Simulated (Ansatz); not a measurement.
# Metal on semiconductor: Si/ZnS/CoSi2, part 5 of 5

Wanted: barrier heights, local density of states and T(E) for Si/ZnS/CoSi2. The semiconductor is Si diamond(111), undoped, with its far face capped by hydrogen, and the metal is CoSi2 fluorite(111) turned by 180 degrees (type B), with ZnS wurtzite(0001) between them (whole bilayers). After relaxation the nearest pair at the metal is Si–Zn at 2.43 Å, along the normal. The common net has a side of 3.85 Å, which strains the semiconductor by -0.5 %, the layer between by +0.0 % and the metal by +1.6 %, against typed lattice constants near PBE's. The first steps treat the bulk crystals alone.

Ansatz 0.2.0; PBE DFT, plane waves, PAW files (the session's first sound run).

So far. Step 6 (T(E) from the semiconductor into the metal, atomic …): The semiconductor's channels close between -0.45 and +0.15 eV. In the worse lead the potential repeats within 40 meV, which the program flags as too much for a lead, so the lead is short or a field runs through it. Step 7 (The contact's transmission, atomic planes in the …): The semiconductor's channels close between -0.45 and +0.15 eV.

**9. The first cell with another functional, cutoff 500 eV**

This step: r2SCAN DFT, plane waves, PAW files; ballistic transmission by layer matching between semi-infinite leads (Ansatz 0.2.0).

System of this step: Si/ZnS/CoSi2. The cell holds 52 atoms: 38 Si, 2 S, 2 Zn, 9 Co and 1 H. Its edges and angles: a = 3.850 Å, b = 3.850 Å, c = 93.179 Å, α = 90.0°, β = 90.0°, γ = 120.0°. Regions: left electrode, 20 atoms (20 Si); barrier, 4 atoms (2 S and 2 Zn); right electrode, 27 atoms (18 Si and 9 Co). Vacuum lies along c.

r2SCAN opens the gap somewhat, so the first cell is run again with it to see how the barriers share the change.

The input, input.yaml:

```yaml
crystal:
  lattice:
    - [3.85, 0.0, 0.0]
    - [-1.925, 3.3341978046, 0.0]
    - [0.0, 0.0, 93.178940347]
  atoms:
    - { symbol: Si, position: [0.66666667, 0.33333333, 0.1663466009] }
    - { symbol: Si, position: [0.0, 0.0, 0.1748920598] }
    - { symbol: Si, position: [0.0, 0.0, 0.2003018335] }
    - { symbol: Si, position: [0.33333333, 0.66666667, 0.2088472925] }
    - { symbol: Si, position: [0.33333333, 0.66666667, 0.2342570662] }
    - { symbol: Si, position: [0.66666667, 0.33333333, 0.2428025251] }
    - { symbol: Si, position: [0.66666667, 0.33333333, 0.2682122988] }
    - { symbol: Si, position: [0.0, 0.0, 0.2767577578] }
    - { symbol: Si, position: [0.0, 0.0, 0.3021675314] }
    - { symbol: Si, position: [0.33333333, 0.66666667, 0.3107129904] }
    - { symbol: Si, position: [0.33333333, 0.66666667, 0.3361227641] }
    - { symbol: Si, position: [0.66666667, 0.33333333, 0.3446682231] }
    - { symbol: Si, position: [0.66666667, 0.33333333, 0.3700779967] }
    - { symbol: Si, position: [0.0, 0.0, 0.3786234557] }
    - { symbol: Si, position: [0.0, 0.0, 0.4040332294] }
    - { symbol: Si, position: [0.33333333, 0.66666667, 0.4125786883] }
    - { symbol: Si, position: [0.33333333, 0.66666667, 0.437988462] }
    - { symbol: Si, position: [0.66666667, 0.33333333, 0.446533921] }
    - { symbol: Si, position: [0.66666667, 0.33333333, 0.4718538137] }
    - { symbol: Si, position: [0.0, 0.0, 0.4794687135] }
    - { symbol: S, position: [0.0, 0.0, 0.5035743683] }
    - { symbol: Zn, position: [0.33333333, 0.66666667, 0.5130602383] }
    - { symbol: S, position: [0.33333333, 0.66666667, 0.5373511678] }
    - { symbol: Zn, position: [0.0, 0.0, 0.5471897128] }
    - { symbol: Si, position: [0.0, 0.0, 0.5732447041] }
    - { symbol: Co, position: [0.66666667, 0.33333333, 0.579630087] }
    - { symbol: Si, position: [0.33333333, 0.66666667, 0.5869686197] }
    - { symbol: Si, position: [0.66666667, 0.33333333, 0.6038963291] }
    - { symbol: Co, position: [0.33333333, 0.66666667, 0.6118564018] }
    - { symbol: Si, position: [0.0, 0.0, 0.6198164744] }
    - { symbol: Si, position: [0.33333333, 0.66666667, 0.6367441838] }
    - { symbol: Co, position: [0.0, 0.0, 0.6447042565] }
    - { symbol: Si, position: [0.66666667, 0.33333333, 0.6526643291] }
    - { symbol: Si, position: [0.0, 0.0, 0.6695920385] }
    - { symbol: Co, position: [0.66666667, 0.33333333, 0.6775521112] }
    - { symbol: Si, position: [0.33333333, 0.66666667, 0.6855121838] }
    - { symbol: Si, position: [0.66666667, 0.33333333, 0.7024398932] }
    - { symbol: Co, position: [0.33333333, 0.66666667, 0.7103999659] }
    - { symbol: Si, position: [0.0, 0.0, 0.7183600385] }
    - { symbol: Si, position: [0.33333333, 0.66666667, 0.7352877479] }
    - { symbol: Co, position: [0.0, 0.0, 0.7432478206] }
    - { symbol: Si, position: [0.66666667, 0.33333333, 0.7512078932] }
    - { symbol: Si, position: [0.0, 0.0, 0.7681356026] }
    - { symbol: Co, position: [0.66666667, 0.33333333, 0.7760956752] }
    - { symbol: Si, position: [0.33333333, 0.66666667, 0.7840557479] }
    - { symbol: Si, position: [0.66666667, 0.33333333, 0.8009834573] }
    - { symbol: Co, position: [0.33333333, 0.66666667, 0.8089435299] }
    - { symbol: Si, position: [0.0, 0.0, 0.8169036026] }
    - { symbol: Si, position: [0.33333333, 0.66666667, 0.833831312] }
    - { symbol: Co, position: [0.0, 0.0, 0.8417913846] }
    - { symbol: Si, position: [0.66666667, 0.33333333, 0.8497514573] }
    - { symbol: H, position: [0.66666667, 0.33333333, 0.1502485427] }
kpoints:
  mp_grid: { grid: [8, 8, 1] }
scf:
  occupations: { method: fermi_dirac, width: 0.1 }
  max_iter: 150
hamiltonian:
  xc: r2scan
efield:
  axis: 3
  dipole_correction: true
output:
  transmission:
    kmesh: [12, 12]
    e_range: [-2.5, 2.5]
    de: 0.05
    leads: [[8, 10], [37, 40]]
  dos: { projected: true, e_range: [-6, 5], de: 0.05 }
  write_potential: true
  write_density: true
  volumetric_format: npy
```

On the command line:

```
$ ansatz run input.yaml --threads 8 --pin off --max-ram 24576MiB --backend cpu --events-out ev --progress --plain --runs-dir out
```

Numbers of over 12 decimals in the logs are rounded to 6 here.

The log of the run:

```text
[...]
Crystal: 52 atoms, lattice volume = 1196.107 Å³
Basis set: ecut = 500 eV, 29853 PW (Γ), exchange–correlation on 120×120×2880 points (64 copies of the dense FFT grid, shifted against one another)
Bands: 223, of which v1, the nominal top of the filled ones, is band 171 counted from 1 (170 counted from 0)
Symmetry: 6 space group operations
[...]
k-points: 10 of 64 (time reversal used)
[...]
SCF iter   1: F=—  HF=-78958.262878 eV  |F-HF|=—  |Δ(HF+E_count)|=         —  Δρ=1.31e-2  dr2=2.50e1  dr2_τ=6.85e-1  ethr=1.77e-3  p=-0.063 e·Å  D=-9.49e-3 V/Å  ΔV_dip=0.88 eV  dr2_dipole=1.37e1  V_vac-E_F(+/−)=4.76/3.88 eV  ⟨swp⟩=8.7  Hψ=12084  notcnv=0  defer=125
[...]
SCF iter  17: F=-78958.819253 eV  HF=-78958.819253 eV  |F-HF|=7.75e-8  |Δ(HF+E_count)|=   8.37e-9  Δρ=1.31e-6  dr2=9.70e-8  dr2_τ=1.53e-9  ethr=2.92e-11  p=-0.067 e·Å  D=-1.01e-2 V/Å  ΔV_dip=0.94 eV  dr2_dipole=5.46e-12  V_vac-E_F(+/−)=5.11/4.17 eV  ⟨swp⟩=18.4  Hψ=12519  notcnv=0
SCF 1 converged in 17 iterations: F = -78958.819253 eV  dr2 = 9.70e-8
[...]
transmission: 118 of 1140 steps passed
transmission: 238 of 1140 steps passed
[...]
transmission: 1140 of 1140 steps passed
[...]
SCF converged after 17 iterations
Free energy (F): -78958.819253 eV
[...]
Internal energy: -78958.433652 eV  (E = F + TS)
E sigma→0 (E₀):  -78958.626452 eV
Entropy (-TS):   -0.385601 eV (-7.415 meV/atom)
Fermi energy:    5.109484 eV
Dipole field:    D = -0.010101 V/Å  (p = -0.066767 e·Å, saw-weighted, corrected)
Work function:   Φ+ = 5.1142 eV   Φ− = 4.1730 eV
[...]
--- Band table (eV; the first three rows and the last of 10) ---
  k-point 0: bands = [... 167 lower, 6.3693, 6.4049, 6.4049, 6.4258, 6.4896, 6.5919, 6.7113, 6.7987, ... 48 higher]
  k-point 1: bands = [... 167 lower, 5.9372, 6.1365, 6.2444, 6.3171, 6.5696, 6.6270, 6.6792, 6.7585, ... 48 higher]
  k-point 2: bands = [... 167 lower, 5.0372, 5.0918, 5.3622, 5.4176, 5.6961, 5.7401, 5.8496, 6.0042, ... 48 higher]
  k-point 9: bands = [... 167 lower, 4.3146, 4.4328, 4.5201, 4.5777, 4.5956, 4.6221, 4.6425, 5.1787, ... 48 higher]
--- Transmission ---
  basis      : 127 plane waves across, 60 finite elements along
  points     : 19, standing for a mesh of 12 x 12
[...]
channels       : 0.000000e0 a spin
[...]
slowest decay  : 0.0935 /Å at (0.4167, 0.0000)
[...]
channels       : 1.270833e0 a spin
[...]
slowest decay  : 0.1159 /Å at (0.4167, 0.0833)
  junction   : crystal 0 to crystal 1, 29.74 to 64.66 Å
    transmission   : 0.000000e0 a spin
[...]
```

Wall time 5.6 min (8 threads of Arm Neoverse V2, shared host); peak memory 14 GiB.

Numbers from this step:

```
free energy                      : -78958.8193 eV
Fermi energy                     : 5.109 eV
potential step in the lower lead : 40.1 meV
potential step in the upper lead : 10.4 meV
work function, upper face        : 5.114 eV
work function, lower face        : 4.173 eV
dipole moment                    : -0.06677 e·Å
dipole field                     : -0.01010 V/Å
```

One spin. Transmission, zone mean against energy, zero at the Fermi level:

| energy (eV) | transmission, zone mean |
| --- | --- |
| -2.50 | 0.0711 |
| -2.35 | 0.0235 |
| -2.15 | 0.00845 |
| -2.00 | 0.0178 |
| -1.80 | 0.00772 |
| -1.65 | 0.00370 |
| -1.45 | 0.00348 |
| -1.30 | 7.7e-4 |
| -1.10 | 6.2e-4 |
| -0.95 | 4.3e-4 |
| -0.80 | 2.4e-4 |
| -0.60 | 0 |
| -0.45 | 0 |
| -0.25 | 0 |
| -0.10 | 0 |
| 0.00 | 0 |
| 0.10 | 0 |
| 0.25 | 0 |
| 0.45 | 3.8e-4 |
| 0.60 | 0.00103 |
| 0.80 | 0.00303 |
| 0.95 | 0.00257 |
| 1.10 | 0.00364 |
| 1.30 | 0.0399 |
| 1.40 | 0.0508 |
| 1.45 | 0.0198 |
| 1.60 | 0.0622 |
| 1.65 | 0.0114 |
| 1.80 | 0.0875 |
| 2.00 | 0.157 |
| 2.15 | 0.184 |
| 2.25 | 0.206 |
| 2.35 | 0.145 |
| 2.50 | 0.293 |

One spin. Open channels, zone mean against energy, zero at the Fermi level:

| energy (eV) | lower lead | upper lead |
| --- | --- | --- |
| -2.400 | 1.51 | 1.15 |
| -2.200 | 1.30 | 1.31 |
| -2.000 | 1.13 | 1.53 |
| -1.800 | 0.938 | 1.88 |
| -1.600 | 0.604 | 2.10 |
| -1.400 | 0.562 | 1.28 |
| -1.200 | 0.312 | 1.55 |
| -1.000 | 0.188 | 1.47 |
| -0.800 | 0.146 | 1.88 |
| -0.600 | 0 | 1.88 |
| -0.400 | 0 | 1.83 |
| -0.200 | 0 | 1.48 |
| 0.000 | 0 | 1.27 |
| 0.200 | 0.0417 | 1.23 |
| 0.400 | 0.208 | 0.979 |
| 0.600 | 0.333 | 0.979 |
| 0.800 | 0.583 | 0.896 |
| 1.000 | 0.833 | 0.611 |
| 1.200 | 0.979 | 0.597 |
| 1.400 | 1.36 | 0.472 |
| 1.600 | 1.65 | 0.431 |
| 1.800 | 2.07 | 0.590 |
| 2.000 | 2.15 | 0.799 |
| 2.200 | 2.26 | 1.22 |
| 2.400 | 2.03 | 1.34 |

Projected DOS an atom over height of the atomic layer and energy from the Fermi level. Layers: H Si Si Si Si Si Si Si Si Si Si Si Si Si Si Si Si Si Si Si Si S Zn S Zn Si Co Si Si Co Si Si Co Si Si Co Si Si Co Si Si Co Si Si Co Si Si Co Si Si Co Si; projections on atoms miss part of the total, and the computed bands can run out at the top of the range; a column is the mean of 4 neighbouring layers, the last of those left over.

Ten even steps from '_' (0.00 states/eV) to '@' (2.40 states/eV), each cell a mean:
```
__________________________
..........__..............
..::......__::::::::::....
::::::::::..__________....
..::::::::................
::::::::::....::::::::::..
..::::::::..____________..
__......::..____________..
________......____________
____________..__..____....
____________....::....::::
____________--::==----==--
____________----++----++++
........____++++@@++++@@==
..::::::..__::::==::::==--
::::::::::..::::::::::::::
::::::::::::..::::::..::::
::::::::::::..--==--------
..::::::::--::----::::--::
::....::::::..............
________..::..............
________..::....__......__
```
Columns: height of the atomic layer (Å) from 16.1 to 77.9 (not evenly spaced); rows upwards: energy from the Fermi level (eV) from -6 to 5.

The semiconductor's channels close between -0.65 and +0.20 eV. In the worse lead the potential repeats within 40 meV, which the program flags as too much for a lead, so the lead is short or a field runs through it.

**10. Outcome**

```json
{"valence edge of the semiconductor lead against the Fermi level, 4 planes": "-0.45 eV", "conduction edge of the semiconductor lead against the Fermi level, 4 planes": "+0.15 eV", "valence edge of the semiconductor lead against the Fermi level, 8 planes": "-0.45 eV", "conduction edge of the semiconductor lead against the Fermi level, 8 planes": "+0.15 eV", "valence edge of the semiconductor lead against the Fermi level, 12 planes": "-0.45 eV", "conduction edge of the semiconductor lead against the Fermi level, 12 planes": "+0.15 eV", "valence edge of the semiconductor lead against the Fermi level, r2SCAN": "-0.65 eV", "conduction edge of the semiconductor lead against the Fermi level, r2SCAN": "+0.20 eV"}
```

In words: The metal's Fermi level lies in the gap of the semiconductor, 0.15 eV under the first conduction channel and 0.45 eV over the last valence one, as read in the lead, away from the contact; bands can bend on the way there. The edges are read from the typed mesh and energy grid, to 0.05 eV at best; the semiconductor's potential still steps by 38 meV a period, so they depend on where the lead is cut. Adding 8 atomic planes to the layer under the metal moves the conduction edge by +0.00 eV, about one grid step or less. r2SCAN moves the edges to -0.65 and +0.20 eV, 0.85 eV apart on the grid against 0.60 eV. The semiconductor is undoped and only a few nanometres thick, with its far face capped by hydrogen. A semilocal functional narrows gaps, and the two barriers add up to the gap, so their sum is too small. No spin-orbit coupling, phonons, disorder or image charges enter; the interfaces are ordered, one cell wide and lattice-matched by strain. Semilocal gaps are too small, which can bring a band edge of the barrier nearer to the Fermi level than it is.

[Logs are printed without paths, hosts, clocks, repeated set-up lines and the standing remarks that a program may print on its own settings, such as how far it seeks lower states.]

[Hosts, paths, dates, database ids (printed as entryN), source tags and the programs' standing remarks are cut or masked in the printed files.]
